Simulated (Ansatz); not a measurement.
# 3-layer 2H-MoSSe (2H stacking) in a perpendicular field, part 2 of 3

What dipole does a perpendicular field induce in the 3-layer 2H-MoSSe (2H stacking), and does the gap follow? A positive field points along +c.

Ansatz 0.2.0; plane-wave DFT, PBE-D3(BJ), Ansatz PAW.

So far. Step 2 (Relaxing the slab): The lattice constant a goes from 3.250 to 3.214 Å.

### Step 3. Atoms held, field 0, start network

A sawtooth potential applies the field, turning back in the middle of the vacuum. With the dipole correction the typed value is the field outside the slab. The induced dipole is small, so the SCF threshold is tight.

The cell differs from the one that the last finished run ended in (c 63.579 → 33.661 Å).

input.yaml reads:

```yaml
crystal:
  lattice:
    - [3.2137305482, 0.0, 0.0]
    - [-1.6068652741, 2.7831722956, 0.0]
    - [0.0, 0.0, 33.6612253976]
  atoms:
    - { symbol: Se, position: [0.3333333333, 0.6666666667, 0.2673699455] }
    - { symbol: Mo, position: [0.0, 0.0, 0.3181657227] }
    - { symbol: S, position: [0.3333333333, 0.6666666667, 0.3637002845] }
    - { symbol: Se, position: [0.0, 0.0, 0.4519071265] }
    - { symbol: Mo, position: [0.3333333333, 0.6666666667, 0.5026499718] }
    - { symbol: S, position: [0.0, 0.0, 0.5481557543] }
    - { symbol: Se, position: [0.3333333333, 0.6666666667, 0.6362903936] }
    - { symbol: Mo, position: [0.0, 0.0, 0.6870606477] }
    - { symbol: S, position: [0.3333333333, 0.6666666667, 0.7326300545] }
kpoints:
  mp_grid: { grid: [18, 18, 1] }
  band_path:
    path: [[0, 0, 0], [0.5, 0, 0], [0.33333333, 0.33333333, 0], [0, 0, 0]]
    npoints: 16
hamiltonian:
  xc: pbe
  dispersion: d3bj
scf:
  occupations: { method: fermi_dirac, width: 0.02585 }
  convergence: { dr2_threshold: 1.0e-10 }
efield:
  axis: 3
  dipole_correction: true
  ramp_position: 0.97
  ramp_width: 0.06
  amplitude: 0
output:
  dos: { projected: true, e_range: [-6, 5] }
  write_potential: true
  write_density: true
  volumetric_format: npy
  elf: true
```

Started as:

```sh
$ ansatz run input.yaml --threads 4 --pin off --max-ram 8192MiB --backend cpu --events-out ev --progress --plain --runs-dir out
```

Numbers of over 12 decimals in the logs are rounded to 6 here.

The program printed:

```text
[...]
Crystal: 9 atoms, lattice volume = 301.078 Å³
Basis set: ecut = 420 eV, 5969 PW (Γ)
Bands: 65, of which v1, the nominal top of the filled ones, is band 54 counted from 1 (53 counted from 0)
Symmetry: 6 space group operations
[...]
k-points: 37 of 324 (time reversal used)
[...]
SCF iter   1: F=—  HF=-33992.067577 eV  |F-HF|=—  |Δ(HF+E_count)|=         —  Δρ=4.79e-3  dr2=2.63e-1  ethr=1.77e-3  p=-0.097 e·Å  D=-5.80e-2 V/Å  ΔV_dip=1.95 eV  dr2_dipole=1.40e-2  V_vac-E_F(+/−)=5.51/3.56 eV  ⟨swp⟩=7.9  Hψ=9740  notcnv=0  defer=7
efield: sawtooth ramp at fractional position 0.9700 (set: `efield.ramp_position`, or a place that a band, a saddle search or an elastic batch's reference lends), width 0.0600; the density the first Hamiltonian is built on has a dipole p = -0.097 e·Å; the dipole correction subtracts the counter field D = -5.80e-2 V/Å, which shifts the + side's vacuum level by +1.95 eV against the − side's; the planar-averaged density in the ramp window peaks in size at 2.9e-5 e/Å³
[...]
SCF iter   2: F=—  HF=-33992.061276 eV  |F-HF|=—  |Δ(HF+E_count)|=   6.30e-3  Δρ=2.81e-3  dr2=6.44e-2  ethr=2.43e-4  p=-0.073 e·Å  D=-4.39e-2 V/Å  ΔV_dip=1.48 eV  dr2_dipole=2.08e-2  V_vac-E_F(+/−)=5.51/4.03 eV  ⟨swp⟩=3.2  Hψ=3871  notcnv=0  defer=99
[...]
SCF iter  13: F=-33992.059171 eV  HF=-33992.059171 eV  |F-HF|=7.28e-11  |Δ(HF+E_count)|=  2.11e-10  Δρ=1.69e-7  dr2=8.03e-11  ethr=1.00e-12  p=-0.100 e·Å  D=-6.04e-2 V/Å  ΔV_dip=2.03 eV  dr2_dipole=1.30e-12  V_vac-E_F(+/−)=5.74/3.71 eV  ⟨swp⟩=9.2  Hψ=8636  notcnv=0
SCF 1 converged in 13 iterations: F = -33992.059171 eV  dr2 = 8.03e-11
[...]
NSCF: frozen V_eff on 49 k-points
efield: sawtooth ramp at fractional position 0.9700 (kept from the solve that this one continues, or follows in the run), width 0.0600; the density the first Hamiltonian is built on has a dipole p = -0.100 e·Å; the dipole correction subtracts the counter field D = -6.04e-2 V/Å, which shifts the + side's vacuum level by +2.03 eV against the − side's; the planar-averaged density in the ramp window peaks in size at 4.7e-6 e/Å³
WARN: The output density's exchange-correlation potential varies sharply where the density is thin. Do not read a vacuum level from v_tot or v_xc, or from such a field of the output density. On a cell that repeats whose density bears no net charge and no dipole along the vacuum's axis use v_es (v_loc + v_h of the components); under efield.dipole_correction with no amplitude use v_es + v_field, which holds any externa [...]
SCF converged after 13 iterations
Free energy (F): -33992.059171 eV
[...]
Internal energy: -33992.059076 eV  (E = F + TS)
E sigma→0 (E₀):  -33992.059124 eV
Entropy (-TS):   -0.000096 eV (-0.011 meV/atom)
Fermi energy:    4.820128 eV
Dipole field:    D = -0.060362 V/Å  (p = -0.100434 e·Å, saw-weighted, corrected)
Work function:   Φ+ = 5.7426 eV   Φ− = 3.7107 eV
Levels:          The Fermi level and band energies are counted from a zero that moves with the ramp; work functions are not
[...]
--- Band table (eV; the first three rows and the last of 37) ---
  k-point 0: bands = [... 50 lower, 3.4202, 3.7341, 4.1791, 4.7282, 6.1556, 6.1556, 6.5138, 6.5138, ... 7 higher]
  k-point 1: bands = [... 50 lower, 3.3648, 3.7628, 4.1701, 4.6714, 6.0889, 6.2043, 6.3207, 6.4748, ... 7 higher]
  k-point 2: bands = [... 50 lower, 3.2908, 3.6699, 4.1106, 4.5049, 5.8371, 6.0393, 6.1814, 6.5177, ... 7 higher]
  k-point 36: bands = [... 50 lower, 2.4272, 3.2807, 3.8950, 4.5492, 4.9730, 5.5970, 5.9509, 6.2437, ... 7 higher]
```

Elapsed: 47 s, on 4 threads of Arm Neoverse V1, shared host; peak memory 1.2 GiB.

In the SCF lines HF is the Harris–Foulkes energy and dr2 the Hartree energy of the density residual, in eV; the loop may stop once dr2 is under the threshold and the program's other checks hold. Hψ counts applications of the Hamiltonian.

Numbers from this step:

| Quantity | Value |
| --- | --- |
| dipole along the normal | -0.1004 e·Å |
| gap along the path | 0.2340 eV |
| smallest direct gap along the path | 0.4238 eV |
| step between the vacuum levels | 2.032 eV |
| ionisation energy, upper face | 5.835 eV |
| electron affinity, upper face | 5.600 eV |
| ionisation energy, lower face | 3.803 eV |
| gap, the smaller of path and mesh | 0.2340 eV |

Running mean over a fixed 2.5 Å (it still follows the layers) of the planar mean; the ramp of the sawtooth is left out. The electron's electrostatic potential energy less the Fermi level by z:

```csv
z (Å),electron's electrostatic potential energy less the Fermi level (eV)
4,3.71
5,3.71
6,3.67
7,2.83
8,-0.898
9,-5.41
10,-11.3
11,-12.1
12,-8.48
13,-2.33
14,-0.703
15,-3.63
16,-10.00
17,-11.3
18,-9.54
19,-2.49
20,-0.117
21,-2.12
22,-8.30
23,-10.5
24,-10.1
25,-2.68
26,2.47
27,5.52
28,5.73
29,5.74
30,5.74
```

The density of states has structure finer than the step of the table below, so its rows give means over 0.2 eV, whole bins alone (the curve runs from -6 to 2.13 eV). Peaks (eV: height): -4.87: 15.7, -3.90: 12.3, -3.49: 13.4, -3.30: 13.5, 1.28: 13.3, 1.66: 15.9, 2.05: 13.7.

Density of states against energy, zero at the Fermi level of the run, which the smearing sets inside the gap; means over each step:

energy (eV), density of states (states/eV a cell) and a bar:
```
     -5.8        5.2 ###############
     -5.6        4.7 ##############
     -5.4        8.5 #########################
     -5.2        8.8 ##########################
     -5.0        5.5 ################
     -4.8        7.9 #######################
     -4.6        7.8 #######################
     -4.4        6.2 ##################
     -4.2        8.1 ########################
     -4.0        8.2 ########################
     -3.8        8.4 #########################
     -3.6        5.2 ###############
     -3.4        9.4 ############################
     -3.2       10.2 ##############################
     -3.0        6.4 ###################
     -2.8        7.4 ######################
     -2.6        8.9 ##########################
     -2.4        6.3 ##################
     -2.2        8.3 ########################
     -2.0        8.7 ##########################
     -1.8        6.5 ###################
     -1.6        6.4 ###################
     -1.4        5.9 #################
     -1.2        3.5 ##########
     -1.0        3.4 ##########
     -0.8        4.3 #############
     -0.6        3.0 #########
     -0.4        1.4 ####
     -0.2        0.4 #
      0.0        0.0 
      0.2        1.8 #####
      0.4        4.2 ############
      0.6        3.0 #########
      0.8        5.3 ###############
      1.0        8.0 #######################
      1.2        7.0 #####################
      1.4        7.2 #####################
      1.6       10.1 ##############################
      1.8        7.7 #######################
      2.0        8.8 ##########################
```

Projected DOS per atom over height of the atomic layer and energy from the Fermi level. Layers: Se Mo S Se Mo S Se Mo S from below.

Values in states/eV, 22 rows by 9 columns, each cell a mean:
```
0.44 1.00 0.54 0.54 1.57 0.77 0.57 2.41 0.48
0.53 1.17 0.54 0.91 3.03 0.71 0.45 1.46 0.23
0.55 1.81 0.81 0.41 2.07 0.39 0.11 0.24 0.04
0.79 2.86 0.62 0.42 1.26 0.20 0.03 0.07 0.01
0.70 2.40 0.34 0.04 0.11 0.01 0.00 0.00 0.00
0.26 0.67 0.13 0.03 0.06 0.01 0.00 0.00 0.00
0.00 0.00 0.00 0.00 0.03 0.03 0.07 0.38 0.08
0.00 0.00 0.01 0.01 0.12 0.09 0.37 1.56 0.59
0.00 0.06 0.06 0.13 0.57 0.20 0.55 1.43 0.73
0.01 0.11 0.09 0.47 1.75 0.59 0.86 0.70 0.47
0.20 0.98 0.28 0.46 0.95 0.51 1.15 1.00 0.85
0.44 1.78 0.67 1.11 0.92 0.58 1.29 0.77 1.02
0.71 0.80 0.46 1.24 1.12 0.90 0.55 0.84 0.74
1.10 0.89 0.61 1.00 0.60 0.84 0.45 0.78 0.61
1.39 1.06 1.04 0.55 0.93 0.82 0.88 1.29 1.27
0.82 0.54 0.73 0.49 0.88 0.70 0.63 0.72 0.84
0.48 0.94 0.80 0.85 1.13 1.10 1.01 1.11 1.37
0.65 1.05 0.90 0.75 0.80 0.85 0.58 0.53 0.57
0.85 0.97 1.00 0.86 0.96 1.12 0.37 0.37 0.48
0.80 0.74 0.78 0.60 0.51 0.62 0.77 0.96 1.09
1.05 1.04 1.21 0.44 0.38 0.51 1.07 0.97 0.74
0.44 0.38 0.45 0.82 1.00 1.25 0.64 0.35 0.26
```
Columns: height of the atomic layer (Å) from 9 to 24.7 (not evenly spaced); rows upwards: energy from the Fermi level (eV) from -5.96 to 2.14.

The electronic bands at the labelled points (eV, zero at the Fermi level of the run, which the smearing sets inside the gap):

```csv
point,band 51,band 52,band 53,band 54,band 55,band 56,band 57,band 58
Γ,-1.40,-1.09,-0.64,-0.09,1.34,1.34,1.69,1.69
halfway,-1.77,-1.64,-1.48,-0.95,0.40,0.85,1.04,1.47
M,-1.61,-1.58,-0.94,-0.91,0.66,1.05,1.29,1.70
halfway,-2.18,-1.77,-1.15,-0.50,0.54,1.14,1.36,1.64
K,-2.39,-1.54,-0.93,-0.27,0.15,0.78,1.13,1.42
halfway,-2.02,-1.51,-1.43,-0.86,0.14,0.72,0.84,1.22
Γ,-1.40,-1.09,-0.64,-0.09,1.34,1.34,1.69,1.69
```

Valence density in the ca plane at fractional y = 0.667, with atoms of Se and S and Mo within 0.2 Å of it. It is the smooth field of the valence electrons, not physical close to the nuclei.

Values in e/Å³, 5 rows by 16 columns, each cell a mean:
```
 0  0  0  0  0  0  0  1  0  0  0  0  0  0  0  0
 0  0  0  0  0  0  0  0  0  0  0  0  0  1  0  0
 0  0  0  0  0  7  2  0  1  1  0  0  0  4  1  0
 0  0  0  0  0 14  3  0  1  1  0  0  1  5  2  0
 0  0  0  0  0  1  1  0  1  0  0  0  0  1  1  0
```
Columns run along c (16.0 Å, from fractional 0.10 to 0.58 of the cell), rows up along a (3.2 Å). Atoms in or near the plane, at fractional coordinates: Se at (0.27, 0.33), S at (0.36, 0.33), Mo at (0.50, 0.33).

Electrostatic potential energy in the ca plane at fractional y = 0.667, with atoms of Se and S and Mo within 0.2 Å of it. With pseudopotentials it is smooth inside the atoms' cores, unlike the true potential.

Ten even steps from '0' (-42 eV) to '9' (9 eV), each cell a mean:
```
99999999999999999876568899999998668888888778
99999999999999999876568899999998668888888778
99999999999999877887778888999998888876688889
99999999999997555688887433699999998620158999
99999999999986676578985122389999997300016999
99999999999985677568985122389999997200016999
99999999999997555578887322689999998510047999
99999999999998766887778777899998888865678889
```
Columns run along c (16.0 Å, from fractional 0.10 to 0.58 of the cell; values clipped at the 3rd and 97th percentile), rows up along a (3.2 Å). Atoms in or near the plane, at fractional coordinates: Se at (0.27, 0.33), S at (0.36, 0.33), Mo at (0.50, 0.33).

ELF in the ca plane at fractional y = 0.667, with atoms of Se and S and Mo within 0.2 Å of it. It is the smooth field of the valence electrons, not physical close to the nuclei.

Values, 5 rows by 16 columns, each cell a mean:
```
0.00 0.00 0.00 0.01 0.08 0.27 0.22 0.30 0.22 0.17 0.18 0.71 0.63 0.29 0.55 0.75
0.00 0.00 0.00 0.06 0.38 0.59 0.43 0.22 0.50 0.53 0.15 0.60 0.54 0.28 0.43 0.64
0.00 0.00 0.02 0.31 0.82 0.64 0.62 0.29 0.64 0.77 0.31 0.19 0.30 0.64 0.41 0.22
0.00 0.00 0.02 0.37 0.85 0.51 0.58 0.31 0.51 0.70 0.37 0.12 0.29 0.62 0.47 0.15
0.00 0.00 0.01 0.14 0.62 0.73 0.57 0.23 0.67 0.75 0.19 0.45 0.44 0.41 0.37 0.49
```
Columns run along c (16.0 Å, from fractional 0.10 to 0.58 of the cell), rows up along a (3.2 Å). Atoms in or near the plane, at fractional coordinates: Se at (0.27, 0.33), S at (0.36, 0.33), Mo at (0.50, 0.33).

The gap is 0.23 eV, with the valence edge 5.83 eV and the conduction edge 5.60 eV under the upper vacuum level.

### Step 4. Single point, field 0.05 V/Å

input.yaml: that of step 3 with these lines changed.

```diff
@@ -31,5 +31,4 @@
   ramp_width: 0.06
-  amplitude: 0
+  amplitude: 0.05
 output:
-  dos: { projected: true, e_range: [-6, 5] }
   write_potential: true
@@ -37,2 +36 @@
   volumetric_format: npy
-  elf: true
```

The program printed:

```text
[...]
Crystal: 9 atoms, lattice volume = 301.078 Å³
Basis set: ecut = 420 eV, 5969 PW (Γ)
Bands: 65, of which v1, the nominal top of the filled ones, is band 54 counted from 1 (53 counted from 0)
Symmetry: 6 space group operations
[...]
k-points: 37 of 324 (time reversal used)
[...]
k-point 0: bands = [... 50 lower, 3.4493, 3.7217, 4.1891, 4.7503, 6.1238, 6.1238, 6.4787, 6.4787, ... 7 higher]
  k-point 1: bands = [... 50 lower, 3.3853, 3.7524, 4.1831, 4.6945, 6.0566, 6.1730, 6.2853, 6.4393, ... 7 higher]
  k-point 2: bands = [... 50 lower, 3.3016, 3.6592, 4.1255, 4.5320, 5.8002, 6.0088, 6.1496, 6.4831, ... 7 higher]
  k-point 36: bands = [... 50 lower, 2.4568, 3.2474, 3.8921, 4.5781, 4.9398, 5.5942, 5.9223, 6.2728, ... 7 higher]
[key lines of the parts left out:]
SCF converged after 19 iterations
Free energy (F): -33992.055170 eV
Fermi energy:    4.814893 eV
Dipole field:    D = -0.035769 V/Å  (p = -0.059515 e·Å, saw-weighted, corrected)
```

Run time: 53 s. Hardware: 4 threads; peak memory 1.2 GiB; 3.5 min of CPU time.

The dipole is -0.0595 e·Å, 0.0409 e·Å from its value without field, and the gap 0.180 eV.

### Step 5. Atoms held, field -0.05 V/Å

input.yaml: that of step 4 with these lines changed.

```diff
@@ -31,3 +31,3 @@
   ramp_width: 0.06
-  amplitude: 0.05
+  amplitude: -0.05
 output:
```

The program printed:

```text
[...]
Crystal: 9 atoms, lattice volume = 301.078 Å³
Basis set: ecut = 420 eV, 5969 PW (Γ)
Bands: 65, of which v1, the nominal top of the filled ones, is band 54 counted from 1 (53 counted from 0)
Symmetry: 6 space group operations
[...]
k-points: 37 of 324 (time reversal used)
[...]
k-point 0: bands = [... 50 lower, 3.3866, 3.7471, 4.1681, 4.7035, 6.1915, 6.1915, 6.5533, 6.5533, ... 7 higher]
  k-point 1: bands = [... 50 lower, 3.3401, 3.7746, 4.1555, 4.6455, 6.1253, 6.2397, 6.3605, 6.5148, ... 7 higher]
  k-point 2: bands = [... 50 lower, 3.2764, 3.6832, 4.0932, 4.4746, 5.8784, 6.0738, 6.2174, 6.5529, ... 7 higher]
  k-point 36: bands = [... 50 lower, 2.3934, 3.3184, 3.8975, 4.5159, 5.0107, 5.5993, 5.9824, 6.2100, ... 7 higher]
[key lines of the parts left out:]
SCF converged after 21 iterations
Free energy (F): -33992.065205 eV
Fermi energy:    4.825595 eV
Dipole field:    D = -0.084673 V/Å  (p = -0.140884 e·Å, saw-weighted, corrected)
```

Run time: 56 s. Hardware: 4 threads; peak memory 1.2 GiB; 3.7 min of CPU time.

The dipole is -0.141 e·Å, -0.0405 e·Å from its value without field, and the gap 0.294 eV.

### Step 6. Atoms held, field 0.1 V/Å

input.yaml: that of step 5 with these lines changed.

```diff
@@ -29,5 +29,5 @@
   dipole_correction: true
-  ramp_position: 0.97
-  ramp_width: 0.06
-  amplitude: -0.05
+  ramp_position: 0.9629
+  ramp_width: 0.0698
+  amplitude: 0.1
 output:
```

The program printed:

```text
[...]
Crystal: 9 atoms, lattice volume = 301.078 Å³
Basis set: ecut = 420 eV, 5969 PW (Γ)
Bands: 65, of which v1, the nominal top of the filled ones, is band 54 counted from 1 (53 counted from 0)
Symmetry: 6 space group operations
[...]
k-points: 37 of 324 (time reversal used)
[...]
k-point 0: bands = [... 50 lower, 3.4798, 3.7194, 4.2051, 4.7759, 6.1068, 6.1068, 6.4587, 6.4587, ... 7 higher]
  k-point 1: bands = [... 50 lower, 3.4140, 3.7524, 4.2014, 4.7209, 6.0391, 6.1564, 6.2649, 6.4189, ... 7 higher]
  k-point 2: bands = [... 50 lower, 3.3167, 3.6594, 4.1449, 4.5617, 5.7783, 5.9926, 6.1323, 6.4635, ... 7 higher]
  k-point 36: bands = [... 50 lower, 2.4881, 3.2290, 3.8969, 4.6084, 4.9216, 5.5991, 5.9070, 6.3032, ... 7 higher]
[key lines of the parts left out:]
SCF converged after 19 iterations
Free energy (F): -33992.053232 eV
Fermi energy:    4.818102 eV
Dipole field:    D = -0.010748 V/Å  (p = -0.017883 e·Å, saw-weighted, corrected)
```

The job ended after 54 s (4 threads; peak memory 1.2 GiB; 3.5 min of CPU time).

The dipole is -0.0179 e·Å, 0.0826 e·Å from its value without field, and the gap 0.136 eV.

### Step 7. Atoms held, field -0.1 V/Å

input.yaml: that of step 6 with these lines changed.

```diff
@@ -31,3 +31,3 @@
   ramp_width: 0.0698
-  amplitude: 0.1
+  amplitude: -0.1
 output:
```

The program printed:

```text
[...]
Crystal: 9 atoms, lattice volume = 301.078 Å³
Basis set: ecut = 420 eV, 5969 PW (Γ)
Bands: 65, of which v1, the nominal top of the filled ones, is band 54 counted from 1 (53 counted from 0)
Symmetry: 6 space group operations
[...]
k-points: 37 of 324 (time reversal used)
[...]
k-point 0: bands = [... 50 lower, 3.3516, 3.7601, 4.1581, 4.6789, 6.2298, 6.2298, 6.5953, 6.5953, ... 7 higher]
  k-point 1: bands = [... 50 lower, 3.3137, 3.7872, 4.1415, 4.6198, 6.1641, 6.2775, 6.4028, 6.5573, ... 7 higher]
  k-point 2: bands = [... 50 lower, 3.2604, 3.6990, 4.0753, 4.4440, 5.9220, 6.1105, 6.2557, 6.5579, ... 7 higher]
  k-point 36: bands = [... 50 lower, 2.3586, 3.3585, 3.9004, 4.4813, 5.0509, 5.6019, 6.0153, 6.1749, ... 7 higher]
[key lines of the parts left out:]
SCF converged after 19 iterations
Free energy (F): -33992.073256 eV
Fermi energy:    4.831895 eV
Dipole field:    D = -0.108847 V/Å  (p = -0.181106 e·Å, saw-weighted, corrected)
```

Elapsed: 54 s, on 4 threads; peak memory 1.2 GiB.

The dipole is -0.181 e·Å, -0.0807 e·Å from its value without field, and the gap 0.355 eV.

### Step 8. Single point, field 0.2 V/Å

input.yaml: that of step 7 with these lines changed.

```diff
@@ -31,3 +31,3 @@
   ramp_width: 0.0698
-  amplitude: -0.1
+  amplitude: 0.2
 output:
```

The program printed:

```text
[...]
Crystal: 9 atoms, lattice volume = 301.078 Å³
Basis set: ecut = 420 eV, 5969 PW (Γ)
Bands: 65, of which v1, the nominal top of the filled ones, is band 54 counted from 1 (53 counted from 0)
Symmetry: 6 space group operations
[...]
k-points: 37 of 324 (time reversal used)
[...]
k-point 0: bands = [... 50 lower, 3.5097, 3.7079, 4.2180, 4.8011, 6.0769, 6.0769, 6.4238, 6.4238, ... 7 higher]
  k-point 1: bands = [... 50 lower, 3.4438, 3.7446, 4.2171, 4.7473, 6.0082, 6.1271, 6.2289, 6.3834, ... 7 higher]
  k-point 2: bands = [... 50 lower, 3.3254, 3.6520, 4.1613, 4.5927, 5.7395, 5.9636, 6.1019, 6.4294, ... 7 higher]
  k-point 36: bands = [... 50 lower, 2.5212, 3.1973, 3.8928, 4.6385, 4.8902, 5.5950, 5.8776, 6.3328, ... 7 higher]
[key lines of the parts left out:]
SCF converged after 19 iterations
Free energy (F): -33992.055688 eV
Fermi energy:    4.812193 eV
Dipole field:    D = 0.040475 V/Å  (p = 0.067345 e·Å, saw-weighted, corrected)
```

Run time: 55 s. Hardware: 4 threads; peak memory 1.2 GiB.

The dipole is 0.0673 e·Å, 0.168 e·Å from its value without field, and the gap 0.077 eV.

### Step 9. Atoms held, field -0.2 V/Å

input.yaml: that of step 8 with these lines changed.

```diff
@@ -31,3 +31,3 @@
   ramp_width: 0.0698
-  amplitude: 0.2
+  amplitude: -0.2
 output:
```

The program printed:

```text
[...]
Crystal: 9 atoms, lattice volume = 301.078 Å³
Basis set: ecut = 420 eV, 5969 PW (Γ)
Bands: 65, of which v1, the nominal top of the filled ones, is band 54 counted from 1 (53 counted from 0)
Symmetry: 6 space group operations
[...]
k-points: 37 of 324 (time reversal used)
[...]
k-point 0: bands = [... 50 lower, 3.2743, 3.7754, 4.1368, 4.6263, 6.3023, 6.3023, 6.6751, 6.6751, ... 7 higher]
  k-point 1: bands = [... 50 lower, 3.2525, 3.8043, 4.1115, 4.5648, 6.2377, 6.3490, 6.4834, 6.6384, ... 7 higher]
  k-point 2: bands = [... 50 lower, 3.2188, 3.7284, 4.0330, 4.3794, 6.0053, 6.1795, 6.3279, 6.5626, ... 7 higher]
  k-point 36: bands = [... 50 lower, 2.2823, 3.4347, 3.9005, 4.4050, 5.1274, 5.6015, 6.0744, 6.0974, ... 7 higher]
[key lines of the parts left out:]
SCF converged after 21 iterations
Free energy (F): -33992.095382 eV
Fermi energy:    4.839746 eV
Dipole field:    D = -0.157105 V/Å  (p = -0.261401 e·Å, saw-weighted, corrected)
```

Wall time 57 s (4 threads); peak memory 1.2 GiB.

The dipole is -0.261 e·Å, -0.161 e·Å from its value without field, and the gap 0.475 eV.

(Continued in part 3 of 3.)

[Logs are printed without paths, hosts, clocks, repeated set-up lines and the standing remarks that a program may print on its own settings, such as how far it seeks lower states.]

[Hosts, paths, dates, database ids (printed as entryN), source tags and the programs' standing remarks are cut or masked in the printed files.]

[Maps of the electrostatic potential energy from Ansatz leave out the sawtooth potential of an applied field or a dipole correction, so their vacuum need not be flat; planar profiles and work functions include it.]
